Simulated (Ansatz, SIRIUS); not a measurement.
# Equation of state of SnSe under PBE

```cif
data_structure
_symmetry_space_group_name_H-M 'P 1'
_symmetry_Int_Tables_number 1
_cell_length_a 4.7954
_cell_length_b 4.7954
_cell_length_c 4.7954
_cell_angle_alpha 60.000
_cell_angle_beta 60.000
_cell_angle_gamma 60.000
_cell_volume 77.97
loop_
_atom_site_label
_atom_site_type_symbol
_atom_site_fract_x
_atom_site_fract_y
_atom_site_fract_z
_atom_site_occupancy
Sn1 Sn 0.00000 0.00000 0.00000 1
Se1 Se 0.75000 0.75000 0.75000 1
```

Measurements of this composition are mostly on another form, of space group No. 62.

The cell was scaled at fixed shape and fractions and run with SIRIUS, PseudoDojo 0.4.1 PBE standard (scalar relativistic), cutoff 1177 eV; PBE, k mesh 7 × 7 × 7 on the cell of 2 atoms, fermi-dirac occupations of 0.05 eV, no spin polarisation, no spin-orbit coupling. Energies are those that the program minimises, any entropy of the smearing included.

```tsv
V (Å³/atom)	energy over the lowest row (meV/atom)
36.6480	14.439
37.4277	6.180
38.2074	1.462
38.9872	0.000
39.7669	?
40.5467	5.749
41.3264	12.445
```

Task: Fit the third-order Birch-Murnaghan form, give V0, B0 and B′, and predict the energy left open.

Result: With y = (V0/V)^(2/3), E = E0 + (9 V0 B0/16) [(y - 1)³ B′ + (y - 1)² (6 - 4y)]. Least squares through the rows shown give V0 = 38.9685 Å³/atom, E0 = 0.005 meV, B0 = 30.54 GPa (1 eV/Å³ = 160.218 GPa) and B′ = 3.51, with a largest miss of 0.007 meV. At V = 39.7669 the form with these constants gives 1.517 meV; the run gave 1.517 meV an atom. Other set-ups at this level, from all their volumes (Å³/atom, GPa): Ansatz, Ansatz PAW (earlier soft set): V0 38.934, B0 30.49.
